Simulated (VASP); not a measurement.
# Al (Fm-3m) in VASP: settings compared

The runs below take Al through single point, with RPBE, HSE03+D3(BJ).

All numbers are computed with VASP 6.6.1; they aren't measurements. Logs are shortened: lines on timing, memory, paths and dates and some standing lists are left out, and cuts for length are marked.

## Step 1: The structure

The structure is cubic, space group Fm-3m (No. 225). Conventional cell: a = 4.050 Å, b = 4.050 Å, c = 4.050 Å, α = 90.00°, β = 90.00°, γ = 90.00°. Al (site symmetry m-3m) has 12 Al at 2.86 Å as nearest neighbours.

## Step 2: Single point, RPBE

run.py reads:

```python
from ase.calculators.vasp import Vasp
from ase.dft.bandgap import bandgap
from ase.io import read

atoms = read('Al.cif', primitive_cell=True, subtrans_included=False)
calc = Vasp(
    directory='calc',
    xc='rpbe',
    pp='PBE',
    setups='gw',
    prec='Accurate',
    encut=550,
    ediff=1e-07,
    ismear=0,
    sigma=0.02,
    lreal=False,
    lasph=True,
    nelm=80,
    algo='Normal',
    isif=2,
    lwave=False,
    lcharg=False,
    kpts=[11, 11, 11],
    gamma=True,
    nbands=8,
)
atoms.calc = calc

print('energy (eV):', atoms.get_potential_energy())
print('free energy (eV):', atoms.get_potential_energy(force_consistent=True))
print('forces (eV/A):')
print(atoms.get_forces())
print('stress (eV/A^3, Voigt):', atoms.get_stress())
print('Fermi level (eV):', calc.get_fermi_level())
gap, top, bottom = bandgap(calc)
print('band gap (eV):', gap, 'from (spin, k, band)', top, 'to', bottom)
```

Al.cif reads:

```cif
data_Al
_cell_length_a 4.04961000
_cell_length_b 4.04961000
_cell_length_c 4.04961000
_cell_angle_alpha 90.00000000
_cell_angle_beta 90.00000000
_cell_angle_gamma 90.00000000
_space_group_name_H-M_alt 'Fm-3m'
_space_group_name_Hall '-F 4 2 3'
_space_group_IT_number 225
loop_
_space_group_symop_operation_xyz
'x,y,z'
'-x,-y,-z'
'-y,x,z'
'y,-x,-z'
'-x,-y,z'
'x,y,-z'
'y,-x,z'
'-y,x,-z'
'x,-y,-z'
'-x,y,z'
'-y,-x,-z'
'y,x,z'
'-x,y,-z'
'x,-y,z'
'y,x,-z'
'-y,-x,z'
'z,x,y'
'-z,-x,-y'
'z,-y,x'
'-z,y,-x'
'z,-x,-y'
'-z,x,y'
'z,y,-x'
'-z,-y,x'
'-z,x,-y'
'z,-x,y'
'-z,-y,-x'
'z,y,x'
'-z,-x,y'
'z,x,-y'
'-z,y,x'
'z,-y,-x'
'y,z,x'
'-y,-z,-x'
'x,z,-y'
'-x,-z,y'
'-y,z,-x'
'y,-z,x'
'-x,z,y'
'x,-z,-y'
'-y,-z,x'
'y,z,-x'
'-x,-z,-y'
'x,z,y'
'y,-z,-x'
'-y,z,x'
'x,-z,y'
'-x,z,-y'
'x,y+1/2,z+1/2'
'-x,-y+1/2,-z+1/2'
'-y,x+1/2,z+1/2'
[... 62 lines left out ...]
'-z+1/2,-x,-y+1/2'
'z+1/2,-y,x+1/2'
'-z+1/2,y,-x+1/2'
'z+1/2,-x,-y+1/2'
'-z+1/2,x,y+1/2'
'z+1/2,y,-x+1/2'
'-z+1/2,-y,x+1/2'
'-z+1/2,x,-y+1/2'
'z+1/2,-x,y+1/2'
'-z+1/2,-y,-x+1/2'
'z+1/2,y,x+1/2'
'-z+1/2,-x,y+1/2'
'z+1/2,x,-y+1/2'
'-z+1/2,y,x+1/2'
'z+1/2,-y,-x+1/2'
'y+1/2,z,x+1/2'
'-y+1/2,-z,-x+1/2'
'x+1/2,z,-y+1/2'
'-x+1/2,-z,y+1/2'
'-y+1/2,z,-x+1/2'
'y+1/2,-z,x+1/2'
'-x+1/2,z,y+1/2'
'x+1/2,-z,-y+1/2'
'-y+1/2,-z,x+1/2'
'y+1/2,z,-x+1/2'
'-x+1/2,-z,-y+1/2'
'x+1/2,z,y+1/2'
'y+1/2,-z,-x+1/2'
'-y+1/2,z,x+1/2'
'x+1/2,-z,y+1/2'
'-x+1/2,z,-y+1/2'
'x+1/2,y+1/2,z'
'-x+1/2,-y+1/2,-z'
'-y+1/2,x+1/2,z'
'y+1/2,-x+1/2,-z'
'-x+1/2,-y+1/2,z'
'x+1/2,y+1/2,-z'
'y+1/2,-x+1/2,z'
'-y+1/2,x+1/2,-z'
'x+1/2,-y+1/2,-z'
'-x+1/2,y+1/2,z'
'-y+1/2,-x+1/2,-z'
'y+1/2,x+1/2,z'
'-x+1/2,y+1/2,-z'
'x+1/2,-y+1/2,z'
'y+1/2,x+1/2,-z'
'-y+1/2,-x+1/2,z'
'z+1/2,x+1/2,y'
'-z+1/2,-x+1/2,-y'
'z+1/2,-y+1/2,x'
'-z+1/2,y+1/2,-x'
'z+1/2,-x+1/2,-y'
'-z+1/2,x+1/2,y'
'z+1/2,y+1/2,-x'
'-z+1/2,-y+1/2,x'
'-z+1/2,x+1/2,-y'
'z+1/2,-x+1/2,y'
'-z+1/2,-y+1/2,-x'
'z+1/2,y+1/2,x'
'-z+1/2,-x+1/2,y'
'z+1/2,x+1/2,-y'
'-z+1/2,y+1/2,x'
'z+1/2,-y+1/2,-x'
'y+1/2,z+1/2,x'
'-y+1/2,-z+1/2,-x'
'x+1/2,z+1/2,-y'
'-x+1/2,-z+1/2,y'
'-y+1/2,z+1/2,-x'
'y+1/2,-z+1/2,x'
'-x+1/2,z+1/2,y'
'x+1/2,-z+1/2,-y'
'-y+1/2,-z+1/2,x'
'y+1/2,z+1/2,-x'
'-x+1/2,-z+1/2,-y'
'x+1/2,z+1/2,y'
'y+1/2,-z+1/2,-x'
'-y+1/2,z+1/2,x'
'x+1/2,-z+1/2,y'
'-x+1/2,z+1/2,-y'
loop_
_atom_site_label
_atom_site_type_symbol
_atom_site_symmetry_multiplicity
_atom_site_Wyckoff_symbol
_atom_site_fract_x
_atom_site_fract_y
_atom_site_fract_z
_atom_site_occupancy
Al1 Al 4 a 0.0000000000 0.0000000000 0.0000000000 1
```

Potentials or basis: VASP PAW PBE potentials, release 64 (Al_GW).

Run with:

```sh
$ python run.py
```

The program printed:

```text
energy (eV): -3.51325924
free energy (eV): -3.51342583
forces (eV/A):
[[0. 0. 0.]]
stress (eV/A^3, Voigt): [-0.00474141 -0.00474141 -0.00474141 -0.          0.         -0.        ]
Fermi level (eV): 6.78893708
band gap (eV): 0.0 from (spin, k, band) (None, None, None) to (None, None, None)
```

OUTCAR:

```text
ENCUT = 550.000000
   EDIFF = 1.00e-07
   GGA = RP
   PREC = Accurate
   ISIF = 2
   ISMEAR = 0
   NELM = 80
   LASPH = .TRUE.
   LREAL = .FALSE.

 ion  position               nearest neighbor table
   1  0.000  0.000  0.000-

  LATTYP: Found a face centered cubic cell.
 ALAT       =     4.0496100000

  Lattice vectors:

 A1 = (   0.0000000000,   2.0248050000,   2.0248050000)
 A2 = (   2.0248050000,   0.0000000000,   2.0248050000)
 A3 = (   2.0248050000,   2.0248050000,   0.0000000000)

Analysis of symmetry for initial positions (statically):
=====================================================================
 Subroutine PRICEL returns:
 Original cell was already a primitive cell.

 Routine SETGRP: Setting up the symmetry group for a
 face centered cubic supercell.

 Subroutine GETGRP returns: Found 48 space group operations
 (whereof 48 operations were pure point group operations)
 out of a pool of 48 trial point group operations.

The static configuration has the point symmetry O_h .

Analysis of symmetry for dynamics (positions and initial velocities):
=====================================================================
 Subroutine PRICEL returns:
 Original cell was already a primitive cell.

 Routine SETGRP: Setting up the symmetry group for a
 face centered cubic supercell.

 Subroutine GETGRP returns: Found 48 space group operations
 (whereof 48 operations were pure point group operations)
 out of a pool of 48 trial point group operations.

The dynamic configuration has the point symmetry O_h .

 Subroutine INISYM returns: Found 48 space group operations
 (whereof 48 operations are pure point group operations),
 and found     1 'primitive' translations

----------------------------------------------------------------------------------------

                                     Primitive cell

  volume of cell :      16.6027

  direct lattice vectors                    reciprocal lattice vectors
     0.000000000  2.024805000  2.024805000    -0.246937359  0.246937359  0.246937359
     2.024805000  0.000000000  2.024805000     0.246937359 -0.246937359  0.246937359
     2.024805000  2.024805000  0.000000000     0.246937359  0.246937359 -0.246937359

  length of vectors
     2.863506692  2.863506692  2.863506692     0.427708053  0.427708053  0.427708053

  position of ions in fractional coordinates (direct lattice)
     0.000000000  0.000000000  0.000000000

  ion indices of the primitive-cell ions
   primitive index   ion index
                 1           1

[... 104 lines left out ...]
   ISYM   =      2    0-nonsym 1-usesym 2-fastsym
   POTIM  = 0.5000    time-step for ionic-motion
   TEBEG  =    0.0;   TEEND  =   0.0 temperature during run
   PSTRESS=    0.0 pullay stress
   NELECT =       3.0000    total number of electrons
   NUPDOWN=      -1.0000    fix difference up-down
   EMIN   =  10.00;   EMAX   =-10.00  energy-range for DOS
   EFERMI =   0.00;   METHOD = LEGACY
   ISMEAR =     0;   SIGMA  =   0.02  broadening in eV -4-tet -1-fermi 0-gaus
   EFERMI_NEDOS =   21; number of points for ismear=-14 and -15
   IALGO  =     38    algorithm
   IMIX   =      4    mixing-type and parameters
     AMIX     =   0.40;   BMIX     =  1.00
     AMIX_MAG =   1.60;   BMIX_MAG =  1.00
  volume/ion in A,a.u.               =      16.60       112.04
  Fermi-wavevector in a.u.,A,eV,Ry     =   0.925526  1.748991 11.654733  0.856599
  Thomas-Fermi vector in A             =   2.051390
   LORBIT       =      0    0 simple, 1 ext, 2 COOP (PROOUT), +10 PAW based schemes
   GGA     = RP    functional components
   LHFCALC =     F    Hartree Fock is set to
   AEXX    =    0.0000 exact exchange contribution
   IVDW    =     0    specifies the selected vdW correction
   LEPSILON=     F    determine dielectric tensor
   LRPA    =     F    only Hartree local field effects (RPA)
 non-spin polarized calculation
 Gauss-broadening in eV      SIGMA  =   0.02
  energy-cutoff  :      550.00
  volume of cell :       16.60
 maximum number of plane-waves:       531
 NGX is ok and might be reduce to    24
   NGX = 11   NGY = 11   NGZ = 11

 number of electron       3.0000000 magnetization

 Free energy of the ion-electron system (eV)
  ---------------------------------------------------
  ext. energy  EPLUGINS =         0.00000000
  ---------------------------------------------------
  free energy    TOTEN  =        -3.51342583 eV

  energy without entropy =       -3.51309266  energy(sigma->0) =       -3.51325924

 E-fermi :   6.7889     XC(G=0): -10.1193

 val. band max:        6.7668540137   @ k =  -0.4545   0.3636   0.0000
 cond. band min:       6.8015701031   @ k =   0.4545   0.1818   0.0909
 fundamental gap:      0.0347160894
 Fermi energy:         6.7889370758

 k-point     1 :       0.0000    0.0000    0.0000
  band No.  band energies     occupation
      1      -4.3317      2.00000
      2      19.3590      0.00000
      3      19.3590      0.00000
      4      19.3590      0.00000
      5      20.8701      0.00000
      6      20.8701      0.00000
      7      20.8701      0.00000
      8      23.0947      0.00000
[... 419 lines left out ...]
 k-point    40 :      -0.4545    0.1818    0.0909
  band No.  band energies     occupation
      1       1.7287      2.00000
      2       4.0891      2.00000
      3      13.3156      0.00000
      4      14.1513      0.00000
      5      19.3932      0.00000
      6      20.2180      0.00000
      7      25.4609      0.00000
      8      26.8007      0.00000

 [... further k-points ...]

------------------------ aborting loop because EDIFF is reached ----------------------------------------

  FORCE on cell =-STRESS in cart. coord.  units (eV):
  Direction    XX          YY          ZZ          XY          YZ          ZX
  --------------------------------------------------------------------------------------
  -------------------------------------------------------------------------------------
  Total        0.0787204      0.0787204      0.0787204     -0.0000000      0.0000000     -0.0000000
  in kB        7.5965837      7.5965837      7.5965837     -0.0000000      0.0000000     -0.0000000
  external PRESSURE =       7.5965837 kB  Pullay stress =       0.0000000 kB

 VOLUME and BASIS-vectors are now :
 -----------------------------------------------------------------------------
  energy-cutoff  :      550.00
  volume of cell :       16.60
      direct lattice vectors                 reciprocal lattice vectors
     0.000000000  2.024805000  2.024805000    -0.246937359  0.246937359  0.246937359
     2.024805000  0.000000000  2.024805000     0.246937359 -0.246937359  0.246937359
     2.024805000  2.024805000  0.000000000     0.246937359  0.246937359 -0.246937359

 POSITION                                       TOTAL-FORCE (eV/Angst)
 -----------------------------------------------------------------------------------
      0.00000      0.00000      0.00000         0.000000      0.000000      0.000000
 -----------------------------------------------------------------------------------
    total drift:                               -0.000000      0.000000      0.000000

  FREE ENERGIE OF THE ION-ELECTRON SYSTEM (eV)
  ---------------------------------------------------
  free  energy   TOTEN  =        -3.5134258288 eV

  energy  without entropy=       -3.5130926594  energy(sigma->0) =       -3.51325924
```

INCAR:

```text
ENCUT = 550.000000
SIGMA = 0.020000
EDIFF = 1.00e-07
ALGO = Normal
GGA = RP
PREC = Accurate
ISIF = 2
ISMEAR = 0
NBANDS = 8
NELM = 80
LASPH = .TRUE.
LCHARG = .FALSE.
LWAVE = .FALSE.
LREAL = .FALSE.
```

It used 6.7 s of CPU time on 1 thread of Intel(R) Xeon(R) Platinum 8559C (Emerald Rapids), with other jobs on the host, which was overloaded at the time.

What came out:

| Item | Value |
| --- | --- |
| Free energy | -3.5134 eV |
| Pressure | 0.8 GPa |
| Band gap on the k mesh | none (metal or under the smearing width) |

Levels at points of the mesh, in eV from the Fermi level:
| k point | band 1 | band 2 | band 3 | band 4 |
| --- | --- | --- | --- | --- |
| (0.00, 0.00, 0.00) | -11.12 | 12.57 | 12.57 | 12.57 |

Caveat: the PAW data sets were made with another functional, which shifts forces and pressure a little.

## Step 3: Single point, HSE03+D3(BJ)

POSCAR reads:

```
Al
1.0
    0.0000000000      2.0248050000      2.0248050000
    2.0248050000      0.0000000000      2.0248050000
    2.0248050000      2.0248050000      0.0000000000
Al
1
Cartesian
    0.0000000000      0.0000000000      0.0000000000
```

INCAR.step1 reads:

```
SYSTEM = Al
PREC = Accurate ; ENCUT = 500
EDIFF = 1E-5 ; ISMEAR = 1
SIGMA = 0.2 ; LREAL = .FALSE.
LASPH = .TRUE. ; NELM = 80
ALGO = Normal ; ISIF = 2
LWAVE = .TRUE. ; GGA = PE
```

INCAR.step2 reads:

```
SYSTEM = Al
PREC = Accurate ; ENCUT = 500
EDIFF = 1E-6 ; ISMEAR = 1
SIGMA = 0.2 ; LREAL = .FALSE.
LASPH = .TRUE. ; NELM = 80
ALGO = Normal ; ISIF = 2
LWAVE = .FALSE. ; LCHARG = .TRUE.
GGA = PE ; LHFCALC = .TRUE.
HFSCREEN = 0.3 ; PRECFOCK = Normal
IVDW = 12 ; VDW_S6 = 1.0
VDW_S8 = 1.1243 ; VDW_A1 = 0.0
VDW_A2 = 6.8889 ; LELF = .TRUE.
LVHAR = .TRUE. ; ISTART = 1
```

KPOINTS reads:

```
regular mesh
0
G
  6 6 6
  0 0 0
```

Potentials or basis: VASP PAW PBE potentials, release 64 (Al).

Run with:

```sh
$ cat potpaw_PBE.64/Al/POTCAR > POTCAR
$ cp INCAR.step1 INCAR
$ mpirun -np 1 vasp_std > vasp.out
$ cp INCAR.step2 INCAR
$ mpirun -np 1 vasp_std > vasp.out
```

Run time: 44 s. Hardware: 1 thread of Intel Xeon Platinum 8559C (Emerald Rapids), shared host; peak memory 0.23 GiB.

Results (log left out):

- Free energy: -5.1167 eV
- Pressure: -10.2 GPa
- Band gap on the k mesh: none (metal or under the smearing width)
- Dispersion energy per atom: -1.029 eV

Levels at points of the mesh, in eV from the Fermi level:
| k point | band 1 | band 2 | band 3 | band 4 |
| --- | --- | --- | --- | --- |
| (0.00, 0.00, 0.00) | -12.88 | 13.06 | 13.06 | 13.06 |
| (0.50, 0.00, 0.00) | -5.54 | -5.30 | 11.74 | 11.74 |
| (0.50, 0.50, 0.00) | -3.71 | -2.15 | 5.30 | 5.64 |

Caveat: the k mesh is coarse (spacing up to 0.45 Å⁻¹), so the values aren't converged, least of all with exact exchange; the PAW data sets were made with another functional, which shifts forces and pressure a little; pairwise dispersion overbinds metals, which lowers pressure and volume.

## Step 4: The reference run

An earlier run on the cell as given: functional PBE; potentials or basis VASP PAW PBE potentials, release 64 (Al); cutoff 520 eV; k mesh 11 × 11 × 11; occupations fermi-dirac, width 0.05 eV; no spin polarisation.

- Pressure: -0.5 GPa
- Band gap on the k mesh: none (metal or under the smearing width)

## Step 5: Summary

```csv
level,potentials or basis,k mesh,cutoff (eV),smearing,grid for exact exchange (PRECFOCK),mesh quality,gap on the mesh (eV),pressure (GPa)
RPBE,"VASP PAW PBE potentials, release 64 (Al_GW)",11 × 11 × 11,550,gaussian 0.02 eV,-,not flagged,none,0.8
HSE03+D3(BJ),"VASP PAW PBE potentials, release 64 (Al)",6 × 6 × 6,500,methfessel-paxton 0.2 eV,Normal,coarse,none,-10.2
PBE,"VASP PAW PBE potentials, release 64 (Al)",11 × 11 × 11,520,fermi-dirac 0.05 eV,-,not flagged,none,-0.5
```

Alike in all rows: task single point; no spin polarisation; cell as given.

Caveats: some runs use coarse meshes; the PAW data sets were made with another functional, which shifts forces and pressure a little (some runs); pairwise dispersion overbinds metals, which lowers pressure and volume (some runs).

Total energies depend on the potentials used, so only differences within one code and one set of settings carry meaning.
